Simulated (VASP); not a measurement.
# CaSe (Fm-3m) in VASP: a series of runs

One crystal, CaSe, is run at these levels: PBE, HSE06, r2SCAN; tasks: relaxation of cell and atoms, electrostatic potential.

All numbers are computed with VASP 6.6.1; they aren't measurements. Logs are shortened: lines on timing, memory, paths and dates and some standing lists are left out, and cuts for length are marked.

**What was measured.**

From a printed reference work, monograph, original work of 1988, for a bulk crystal of CaSe at 2 K: band gap 3.85 eV (indirect).

The results are compared with them further down.

## (1) The crystal as given

It takes space group Fm-3m (No. 225, cubic). Conventional cell: a = 5.890 Å, b = 5.890 Å, c = 5.890 Å, α = 90.00°, β = 90.00°, γ = 90.00°. Ca (site symmetry m-3m) has 6 Se at 2.94 Å as nearest neighbours. Se (site symmetry m-3m) has 6 Ca at 2.94 Å as nearest neighbours.

The cell was built by a generator and needn't be a form met in nature.

## (2) Relaxation of cell and atoms, PBE

INCAR

```
SYSTEM = CaSe
  PREC = Accurate
  ENCUT = 600
  EDIFF = 1E-6
  ISMEAR = 0
  SIGMA = 0.02
  LREAL = .FALSE.
  LASPH = .TRUE.
  NELM = 120
  ALGO = Normal
  ISIF = 3
  LWAVE = .FALSE.
  LCHARG = .FALSE.
  GGA = PE
  IBRION = 2
  NSW = 60
  EDIFFG = -0.005
  KPAR = 4
```

KPOINTS

```
regular mesh
0
G
  8 8 8
  0 0 0
```

POSCAR

```
CaSe
1.0
    0.0000000000      2.9450000000      2.9450000000
    2.9450000000      0.0000000000      2.9450000000
    2.9450000000      2.9450000000      0.0000000000
Ca Se
1 1
Direct
    0.0000000000      0.0000000000      0.0000000000
    0.5000000000      0.5000000000      0.5000000000
```

Potentials or basis: VASP PAW PBE potentials, release 64 (Ca_sv, Se).

Run with:

```sh
$ cat potpaw_PBE.64/Ca_sv/POTCAR potpaw_PBE.64/Se/POTCAR > POTCAR
$ mpirun -np 4 vasp_std > vasp.out
```

OUTCAR:

```text
SYSTEM = CaSe
   PREC = Accurate
   ENCUT = 600
   EDIFF = 1E-6
   ISMEAR = 0
   LREAL = .FALSE.
   LASPH = .TRUE.
   NELM = 120
   ISIF = 3
   GGA = PE
   IBRION = 2
   NSW = 60
   EDIFFG = -0.005

 ion  position               nearest neighbor table
   1  0.000  0.000  0.000-   2 2.94   2 2.94   2 2.94   2 2.94   2 2.94   2 2.94
   2  0.500  0.500  0.500-   1 2.94   1 2.94   1 2.94   1 2.94   1 2.94   1 2.94

  LATTYP: Found a face centered cubic cell.
 ALAT       =     5.8900000000

  Lattice vectors:

 A1 = (   0.0000000000,   2.9450000000,   2.9450000000)
 A2 = (   2.9450000000,   0.0000000000,   2.9450000000)
 A3 = (   2.9450000000,   2.9450000000,   0.0000000000)

Analysis of symmetry for initial positions (statically):
=====================================================================
 Subroutine PRICEL returns:
 Original cell was already a primitive cell.

 Routine SETGRP: Setting up the symmetry group for a
 face centered cubic supercell.

 Subroutine GETGRP returns: Found 48 space group operations
 (whereof 48 operations were pure point group operations)
 out of a pool of 48 trial point group operations.

The static configuration has the point symmetry O_h .

Analysis of symmetry for dynamics (positions and initial velocities):
=====================================================================
 Subroutine PRICEL returns:
 Original cell was already a primitive cell.

 Routine SETGRP: Setting up the symmetry group for a
 face centered cubic supercell.

 Subroutine GETGRP returns: Found 48 space group operations
 (whereof 48 operations were pure point group operations)
 out of a pool of 48 trial point group operations.

The dynamic configuration has the point symmetry O_h .

 Subroutine INISYM returns: Found 48 space group operations
 (whereof 48 operations are pure point group operations),
 and found     1 'primitive' translations

----------------------------------------------------------------------------------------

                                     Primitive cell

  volume of cell :      51.0841

  direct lattice vectors                    reciprocal lattice vectors
     0.000000000  2.945000000  2.945000000    -0.169779287  0.169779287  0.169779287
     2.945000000  0.000000000  2.945000000     0.169779287 -0.169779287  0.169779287
     2.945000000  2.945000000  0.000000000     0.169779287  0.169779287 -0.169779287

  length of vectors
     4.164858941  4.164858941  4.164858941     0.294066351  0.294066351  0.294066351

  position of ions in fractional coordinates (direct lattice)
     0.000000000  0.000000000  0.000000000
     0.500000000  0.500000000  0.500000000

  ion indices of the primitive-cell ions
   primitive index   ion index
                 1           1
                 2           2

----------------------------------------------------------------------------------------

 KPOINTS: regular mesh

Automatic generation of k-mesh.
 Grid dimensions read from file:
 generate k-points for:    8    8    8

 Generating k-lattice:

  Cartesian coordinates                     Fractional coordinates (reciprocal lattice)
    -0.021222411  0.021222411  0.021222411     0.125000000  0.000000000  0.000000000
     0.021222411 -0.021222411  0.021222411     0.000000000  0.125000000  0.000000000
     0.021222411  0.021222411 -0.021222411     0.000000000  0.000000000  0.125000000

  Length of vectors
     0.036758294  0.036758294  0.036758294

  Shift w.r.t. Gamma in fractional coordinates (k-lattice)
     0.000000000  0.000000000  0.000000000

 Subroutine IBZKPT returns following result:
 ===========================================

 Found     29 irreducible k-points:

 Following reciprocal coordinates:
            Coordinates               Weight
  0.000000  0.000000  0.000000      1.000000
  0.125000  0.000000  0.000000      8.000000
  0.250000  0.000000  0.000000      8.000000
  0.375000  0.000000  0.000000      8.000000
  0.500000  0.000000  0.000000      4.000000
  0.125000  0.125000  0.000000      6.000000
[... 16 lines left out ...]
  0.500000  0.250000  0.125000     48.000000
 -0.375000  0.250000  0.125000     24.000000
 [... further k-points ...]
   k-points           NKPTS =     29   k-points in BZ     NKDIM =     29   number of bands    NBANDS=     12
   number of dos      NEDOS =    301   number of ions     NIONS =      2
   total plane-waves  NPLWV =  46656
   dimension x,y,z NGX =    36 NGY =   36 NGZ =   36
   dimension x,y,z NGXF=    72 NGYF=   72 NGZF=   72
   ions per type =               1   1
   NGX,Y,Z   is equivalent  to a cutoff of  14.37, 14.37, 14.37 a.u.
   NGXF,Y,Z  is equivalent  to a cutoff of  28.74, 28.74, 28.74 a.u.
 SYSTEM =  CaSe
   PREC   = accura    normal or accurate (medium, high low for compatibility)
   ISTART =      0    job   : 0-new  1-cont  2-samecut
   ICHARG =      2    charge: 1-file 2-atom 10-const
   ISPIN  =      1    spin polarized calculation?
   LNONCOLLINEAR =      F non collinear calculations
   LSORBIT =      F    spin-orbit coupling
   LASPH  =      T    aspherical Exc in radial PAW
   ENCUT  =  600.0 eV  44.10 Ry    6.64 a.u.   8.32  8.32  8.32*2*pi/ulx,y,z
   NELM   =    120;   NELMIN=  2; NELMDL= -5     # of ELM steps
   EDIFF  = 0.1E-05   stopping-criterion for ELM
   LREAL  =      F    real-space projection
   EDIFFG = -.5E-02   stopping-criterion for IOM
   NSW    =     60    number of steps for IOM
   IBRION =      2    ionic relax: 0-MD 1-quasi-New 2-CG
   NFREE  =      1    steps in history (QN), initial steepest desc. (CG)
   ISIF   =      3    stress and relaxation
   ISYM   =      2    0-nonsym 1-usesym 2-fastsym
   POTIM  = 0.5000    time-step for ionic-motion
   TEBEG  =    0.0;   TEEND  =   0.0 temperature during run
   PSTRESS=    0.0 pullay stress
   NELECT =      16.0000    total number of electrons
   NUPDOWN=      -1.0000    fix difference up-down
   EMIN   =  10.00;   EMAX   =-10.00  energy-range for DOS
   EFERMI =   0.00;   METHOD = LEGACY
   ISMEAR =     0;   SIGMA  =   0.02  broadening in eV -4-tet -1-fermi 0-gaus
   EFERMI_NEDOS =   21; number of points for ismear=-14 and -15
   IALGO  =     38    algorithm
   IMIX   =      4    mixing-type and parameters
     AMIX     =   0.40;   BMIX     =  1.00
     AMIX_MAG =   1.60;   BMIX_MAG =  1.00
  volume/ion in A,a.u.               =      25.54       172.37
  Fermi-wavevector in a.u.,A,eV,Ry     =   1.111782  2.100963 16.817598  1.236059
  Thomas-Fermi vector in A             =   2.248349
   LORBIT       =      0    0 simple, 1 ext, 2 COOP (PROOUT), +10 PAW based schemes
   GGA     = PE    functional components
   LHFCALC =     F    Hartree Fock is set to
   AEXX    =    0.0000 exact exchange contribution
   IVDW    =     0    specifies the selected vdW correction
   LEPSILON=     F    determine dielectric tensor
   LRPA    =     F    only Hartree local field effects (RPA)
 conjugate gradient relaxation of ions
 non-spin polarized calculation
 Gauss-broadening in eV      SIGMA  =   0.02
  energy-cutoff  :      600.00
  volume of cell :       51.08
 maximum number of plane-waves:      1727
 NGX is ok and might be reduce to    36
   NGX = 17   NGY = 17   NGZ = 17

--------------------------------------- Ionic step        1  -------------------------------------------

 number of electron      16.0000000 magnetization

 Free energy of the ion-electron system (eV)
  ---------------------------------------------------
  ext. energy  EPLUGINS =         0.00000000
  ---------------------------------------------------
  free energy    TOTEN  =        -9.47416859 eV

  energy without entropy =       -9.47416859  energy(sigma->0) =       -9.47416859

 E-fermi :   2.7249     XC(G=0):  -9.2097

 val. band max:        2.5361062063   @ k =   0.0000   0.0000   0.0000
 cond. band min:       4.5285896551   @ k =   0.5000   0.5000   0.0000
 fundamental gap:      1.9924834488
 Fermi energy:         2.7248592755

 k-point     1 :       0.0000    0.0000    0.0000
  band No.  band energies     occupation
      1     -37.1740      2.00000
      2     -18.1707      2.00000
      3     -18.1707      2.00000
      4     -18.1707      2.00000
      5      -9.3080      2.00000
      6       2.5361      2.00000
      7       2.5361      2.00000
      8       2.5361      2.00000
      9       5.9475      0.00000
     10       6.2376      0.00000
     11       6.2376      0.00000
     12       6.2376      0.00000

 k-point     2 :       0.1250    0.0000    0.0000
  band No.  band energies     occupation
      1     -37.1730      2.00000
      2     -18.1890      2.00000
      3     -18.1719      2.00000
      4     -18.1719      2.00000
      5      -9.2119      2.00000
      6       1.7599      2.00000
      7       2.2893      2.00000
      8       2.2893      2.00000
      9       6.1627      0.00000
     10       6.4534      0.00000
     11       6.4534      0.00000
     12       6.9130      0.00000
[... 379 lines left out ...]
 VOLUME and BASIS-vectors are now :
 -----------------------------------------------------------------------------
  energy-cutoff  :      600.00
  volume of cell :       53.45
      direct lattice vectors                 reciprocal lattice vectors
     0.000000000  2.989696118  2.989696118    -0.167241077  0.167241077  0.167241077
     2.989696118  0.000000000  2.989696118     0.167241077 -0.167241077  0.167241077
     2.989696118  2.989696118  0.000000000     0.167241077  0.167241077 -0.167241077

 POSITION                                       TOTAL-FORCE (eV/Angst)
 -----------------------------------------------------------------------------------
      2.98970      5.97939      2.98970         0.000000     -0.000000      0.000000
      2.98970      2.98970      2.98970        -0.000000      0.000000     -0.000000
 -----------------------------------------------------------------------------------
    total drift:                                0.000000      0.000000      0.000000

  FREE ENERGIE OF THE ION-ELECTRON SYSTEM (eV)
  ---------------------------------------------------
  free  energy   TOTEN  =        -9.4856024926 eV

  energy  without entropy=       -9.4856024926  energy(sigma->0) =       -9.48560249

--------------------------------------- Ionic step        3  -------------------------------------------

 number of electron      16.0000001 magnetization

 Free energy of the ion-electron system (eV)
  ---------------------------------------------------
  ext. energy  EPLUGINS =         0.00000000
  ---------------------------------------------------
  free energy    TOTEN  =        -9.48599716 eV

  energy without entropy =       -9.48599716  energy(sigma->0) =       -9.48599716

 E-fermi :   2.4498     XC(G=0):  -9.0489

 val. band max:        2.2739389861   @ k =   0.0000   0.0000   0.0000
 cond. band min:       4.3562673295   @ k =   0.5000   0.5000   0.0000
 fundamental gap:      2.0823283434
 Fermi energy:         2.4498112371

 k-point     1 :       0.0000    0.0000    0.0000
  band No.  band energies     occupation
      1     -37.5532      2.00000
      2     -18.5427      2.00000
      3     -18.5427      2.00000
      4     -18.5427      2.00000
      5      -9.4386      2.00000
      6       2.2739      2.00000
      7       2.2739      2.00000
      8       2.2739      2.00000
      9       5.4816      0.00000
     10       5.9870      0.00000
     11       5.9870      0.00000
     12       5.9870      0.00000

 k-point     2 :       0.1250    0.0000    0.0000
  band No.  band energies     occupation
      1     -37.5523      2.00000
      2     -18.5579      2.00000
      3     -18.5438      2.00000
      4     -18.5438      2.00000
      5      -9.3517      2.00000
      6       1.5252      2.00000
      7       2.0465      2.00000
      8       2.0465      2.00000
      9       5.8431      0.00000
     10       6.1914      0.00000
     11       6.1914      0.00000
     12       6.4925      0.00000
[... 343 lines left out ...]
 VOLUME and BASIS-vectors are now :
 -----------------------------------------------------------------------------
  energy-cutoff  :      600.00
  volume of cell :       53.07
      direct lattice vectors                 reciprocal lattice vectors
     0.000000000  2.982675244  2.982675244    -0.167634744  0.167634744  0.167634744
     2.982675244  0.000000000  2.982675244     0.167634744 -0.167634744  0.167634744
     2.982675244  2.982675244  0.000000000     0.167634744  0.167634744 -0.167634744

 POSITION                                       TOTAL-FORCE (eV/Angst)
 -----------------------------------------------------------------------------------
      0.00000      0.00000      0.00000         0.000000      0.000000      0.000000
      2.98268      2.98268      2.98268        -0.000000     -0.000000     -0.000000
 -----------------------------------------------------------------------------------
    total drift:                                0.000000      0.000000      0.000000

  FREE ENERGIE OF THE ION-ELECTRON SYSTEM (eV)
  ---------------------------------------------------
  free  energy   TOTEN  =        -9.4859971638 eV

  energy  without entropy=       -9.4859971638  energy(sigma->0) =       -9.48599716

 reached required accuracy - stopping structural energy minimisation
```

It took 14 s on 4 MPI ranks of Intel Xeon Platinum 8559C (Emerald Rapids), shared host; peak memory 0.22 GiB.

What came out:

* Free energy: -9.4860 eV
* Relaxed volume: 26.53 Å³/atom
* Relaxed cell: a = 4.218 Å, b = 4.218 Å, c = 4.218 Å, α = 60.00°, β = 60.00°, γ = 60.00°
* Space group after relaxing (to 0.05 Å): Fm-3m (No. 225)
* Energy gained by relaxing: 5.9 meV/atom
* Ionic steps: 3
* Pressure after relaxing: 0.0 GPa
* Band gap on the k mesh: 2.08 eV, indirect (least direct gap 2.99 eV)

The path:
| step | energy change (eV) | largest force (eV/Å) | pressure (GPa) | volume (Å³) |
| --- | --- | --- | --- | --- |
| 1 | 0.0000 | 0.0000 | 1.97 | 51.08 |
| 2 | -0.0114 | 0.0000 | -0.33 | 53.45 |
| 3 | -0.0118 | 0.0000 | 0.00 | 53.07 |

Final structure:
```
CELL_PARAMETERS angstrom
0.00000 2.98268 2.98268
2.98268 0.00000 2.98268
2.98268 2.98268 0.00000
ATOMIC_POSITIONS crystal
Ca 0.00000 0.00000 0.00000
Se 0.50000 0.50000 0.50000
```

## (3) Electrostatic potential, PBE

This run uses another cell than the first one, of 26.53 Å³/atom, 1.039 times its volume.

INCAR

```
SYSTEM = CaSe
ALGO     = Normal         ! electronic algorithm
EDIFF    = 1E-6           ! SCF threshold, eV
ENCUT    = 520            ! plane-wave cutoff, eV
GGA      = PE             ! functional
ISIF     = 2              ! what is computed and relaxed
ISMEAR   = 0              ! smearing method
KPAR     = 4            
LASPH    = .True.         ! aspherical terms in the spheres
LCHARG   = .True.         ! write CHGCAR
LREAL    = .False.        ! projectors in reciprocal space
LVHAR    = .True.       
LWAVE    = .False.        ! write WAVECAR
NELM     = 60             ! most SCF steps
PREC     = Accurate       ! precision mode
SIGMA    = 0.02           ! smearing width, eV
```

KPOINTS

```
k-points
0
Gamma
  8 8 8
  0 0 0
```

POSCAR

```
CaSe                                    
1.0
    0.0000000000      2.9826752436      2.9826752436
    2.9826752436      0.0000000000      2.9826752436
    2.9826752436      2.9826752436      0.0000000000
  Ca              Se            
     1     1
Direct
     0.0000000000000000    0.0000000000000000    0.0000000000000000
     0.5000000000000000    0.5000000000000000    0.5000000000000000
```

Potentials or basis: VASP PAW PBE potentials, release 64 (Ca_sv, Se).

Run with:

```sh
$ cat potpaw_PBE.64/Ca_sv/POTCAR potpaw_PBE.64/Se/POTCAR > POTCAR
$ mpirun -np 4 vasp_std > vasp.out
```

It took 5.4 s on 4 MPI ranks of Intel Xeon Platinum 8559C (Emerald Rapids), shared host; peak memory 0.17 GiB.

The run converged. Its results:

| Item | Value |
| --- | --- |
| Free energy | -9.4860 eV |
| Pressure | 0.0 GPa |
| Band gap on the k mesh | 2.08 eV, indirect (least direct gap 2.99 eV) |

Levels at points of the mesh, in eV from the valence-band top:
```tsv
k point	band 5	band 6	band 7	band 8	band 9	band 10	band 11	band 12
(0.00, 0.00, 0.00)	-11.71	0.00	0.00	0.00	3.21	3.71	3.71	3.71
(0.50, 0.00, 0.00)	-11.06	-3.19	-1.15	-1.15	4.48	5.41	5.44	5.44
(0.50, 0.50, 0.00)	-11.16	-2.46	-0.91	-0.91	2.08	4.94	5.00	5.93
```

## (4) Electrostatic potential, PBE, non-collinear spin, zero start, spin-orbit coupling

This run uses another cell than the first one, of 26.53 Å³/atom, 1.039 times its volume.

INCAR: that of step 3 with these lines changed.

```diff
@@ -5,2 +5,3 @@
 GGA      = PE             ! functional
+GGA_COMPAT= .False.      
 ISIF     = 2              ! what is computed and relaxed
@@ -10,5 +11,9 @@
 LCHARG   = .True.         ! write CHGCAR
+LNONCOLLINEAR= .True.         ! non-collinear magnetism
+LORBIT   = 11             ! projections on sites
 LREAL    = .False.        ! projectors in reciprocal space
+LSORBIT  = .True.         ! spin-orbit coupling
 LVHAR    = .True.       
 LWAVE    = .False.        ! write WAVECAR
+MAGMOM   = 0 0 0 0 0 0    ! initial moments
 NELM     = 60             ! most SCF steps
```

KPOINTS is that of step 3.

POSCAR is that of step 3.

Potentials or basis: VASP PAW PBE potentials, release 64 (Ca_sv, Se).

Run with:

```sh
$ cat potpaw_PBE.64/Ca_sv/POTCAR potpaw_PBE.64/Se/POTCAR > POTCAR
$ mpirun -np 4 vasp_ncl > vasp.out
```

OUTCAR:

```text
SYSTEM = CaSe
   EDIFF = 1E-6
   ENCUT = 520
   GGA = PE
   ISIF = 2
   ISMEAR = 0
   LASPH = .True.
   LNONCOLLINEAR = .True.
   LORBIT = 11
   LREAL = .False.
   LSORBIT = .True.
   NELM = 60
   PREC = Accurate

 ion  position               nearest neighbor table
   1  0.000  0.000  0.000-   2 2.98   2 2.98   2 2.98   2 2.98   2 2.98   2 2.98
   2  0.500  0.500  0.500-   1 2.98   1 2.98   1 2.98   1 2.98   1 2.98   1 2.98

  LATTYP: Found a face centered cubic cell.
 ALAT       =     5.9653504872

  Lattice vectors:

 A1 = (   0.0000000000,   2.9826752436,   2.9826752436)
 A2 = (   2.9826752436,   0.0000000000,   2.9826752436)
 A3 = (   2.9826752436,   2.9826752436,   0.0000000000)

Analysis of symmetry for initial positions (statically):
[... 915 lines left out ...]
 l=   3
     0.0000000     0.0000000     0.0000000     0.0000000     0.0000000     0.0000000     0.0000000
     0.0000000     0.0000000     0.0000000     0.0000000     0.0000000     0.0000000     0.0000000
     0.0000000     0.0000000     0.0000000     0.0000000     0.0000000     0.0000000     0.0000000
     0.0000000     0.0000000     0.0000000     0.0000000     0.0000000     0.0000000     0.0000000
     0.0000000     0.0000000     0.0000000     0.0000000     0.0000000     0.0000000     0.0000000
     0.0000000     0.0000000     0.0000000     0.0000000     0.0000000     0.0000000     0.0000000
     0.0000000     0.0000000     0.0000000     0.0000000     0.0000000     0.0000000     0.0000000

 total charge

# of ion       s       p       d       tot
------------------------------------------
    1        2.031   5.850   0.231   8.113
    2        1.430   2.483   0.005   3.918
--------------------------------------------------
tot          3.462   8.333   0.235  12.030

 magnetization (x)

# of ion       s       p       d       tot
------------------------------------------
    1        0.000   0.000  -0.000   0.000
    2        0.000   0.000  -0.000  -0.000
--------------------------------------------------
tot          0.000   0.000  -0.000   0.000

 magnetization (y)

# of ion       s       p       d       tot
------------------------------------------
    1       -0.000  -0.000   0.000  -0.000
    2        0.000  -0.000  -0.000  -0.000
--------------------------------------------------
tot         -0.000  -0.000   0.000  -0.000

 magnetization (z)

# of ion       s       p       d       tot
------------------------------------------
    1        0.000   0.000  -0.000  -0.000
    2        0.000   0.000  -0.000   0.000
--------------------------------------------------
tot          0.000   0.000  -0.000  -0.000
```

Wall time 20 s (4 MPI ranks of Intel Xeon Platinum 8559C (Emerald Rapids), shared host); peak memory 0.32 GiB.

Results:

```yaml
Free_energy: -9.5067 eV
Pressure: 0.0 GPa
Net_moment: 0.00 μB per cell
Valence_electrons_inside_the_program's_atomic_spheres: Ca 8.11; Se 3.92
```

Moments on the atoms (μB; x, y, z):
```
Ca  0.00 0.00 0.00
Se  0.00 0.00 0.00
```

(Continued in part 2 of 2.)
